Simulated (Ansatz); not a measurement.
Relaxing Sr (hcp)

**What was measured.** A cell as deposited of hexagonal Sr (space group P6_3/mmc), temperature not stated, from the Crystallography Open Database (1962), has a, c = 4.310, 7.050 Å and 56.71 Å³/atom.

Level of theory: DFT, r²SCAN, scalar-relativistic, no spin polarisation; plane waves to 500 eV with PAW datasets (Ansatz 0.2.0), 12×12×6 k-mesh, Gaussian smearing of 0.05 eV; PAW files: Ansatz's generated set soft_2.

At room temperature and ambient pressure Sr is fcc.

Starting cell, 1 % under the database's volume:

```yaml
crystal:
  lattice:
    - [4.29891, 0.00000, 0.00000]
    - [-2.14946, 3.72297, 0.00000]
    - [0.00000, 0.00000, 7.02155]
  atoms:
    - { symbol: Sr, position: [0.33333, 0.66667, 0.75000] }
    - { symbol: Sr, position: [0.66667, 0.33333, 0.25000] }
```

The first steps of the search for zero pressure:

| run | level | k-mesh | kind | V (Å³/atom) | P (GPa) | gap on the mesh (eV) |
| --- | --- | --- | --- | --- | --- | --- |
| 1 | PBE, 420 eV | 6×6×4 | cell and atoms relaxed | 56.19 | -0.1 | metal |
| 2 | r²SCAN | 12×12×6 | shape and atoms relaxed, volume fixed | 56.19 | 0.2 | metal |

Q: At which volume does r²SCAN reach zero pressure?

A: 57.13 Å³/atom, about 1.7 % over the start.

The steps that followed:

| run | level | k-mesh | kind | V (Å³/atom) | P (GPa) | E − E(final) (meV/atom) | gap on the mesh (eV) |
| --- | --- | --- | --- | --- | --- | --- | --- |
| 3 | r²SCAN | 12×12×6 | shape and atoms relaxed, volume fixed | 56.41 | 0.2 | 0.4 | metal |
| 4 | r²SCAN | 12×12×6 | shape and atoms relaxed, volume fixed | 57.13 | 0.0 | 0.0 | metal |

Cell and atoms are those of this level's equilibrium.

The final structure (symmetry read at 0.01 Å). The structure is hexagonal, space group P6_3/mmc (No. 194). Conventional cell: a = 4.311 Å, b = 4.311 Å, c = 7.099 Å, α = 90.00°, β = 90.00°, γ = 120.00°. Sr (site symmetry -6m2) is surrounded by 12 Sr at 4.31 to 4.34 Å. (Shells end 15 % past the nearest neighbour.)

At the final geometry the gap, band path included, is zero (metallic). The runs in the table took roughly 2.8 core-minutes.

**Against experiment.** r²SCAN gives 4.311, 7.099 Å and 57.13 Å³/atom, +0.7 % in volume (+0.2 % in length) from the database's cell. The static lattice lacks zero-point motion and thermal expansion, so this level's own overestimate is larger than the figure.
